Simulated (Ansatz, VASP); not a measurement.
# Cl in VASP and in Ansatz

```
Cl
1.0
     2.25155    0.00000    0.00000
    -1.12577    1.94990    0.00000
     0.00000    0.00000    3.99457
Cl
2
Direct
  0.33333 0.66667 0.25000
  0.66667 0.33333 0.75000
```

Change from the starting cell: volume scaled by 0.45, crystal datasets.

Alike in both runs: task single point; functional LDA; k mesh 15 × 15 × 8; occupations fermi-dirac, width 0.1 eV; no spin polarisation.

|  | VASP | Ansatz |
| --- | --- | --- |
| version | VASP 6.6.1 | Ansatz 0.2.0 |
| potentials or method | VASP PAW LDA potentials, release 64 (Cl), cutoff 520 eV | all-electron PAW with datasets made for the crystal, scalar-relativistic |

|  | VASP | Ansatz | Ansatz less VASP |
| --- | --- | --- | --- |
| pressure (GPa) | 201.5 | 203.4 | +1.92 |
| largest component of the traceless stress (GPa) | 0.22 | 0.19 | -0.031 |

Ansatz ran all-electron here, so the differences hold the error of VASP's frozen core and of both bases.

Caveats: the cell as given lies far from equilibrium; so large a pressure means that the cell lies far from this level's equilibrium, or that cutoff or potentials fall short (VASP).
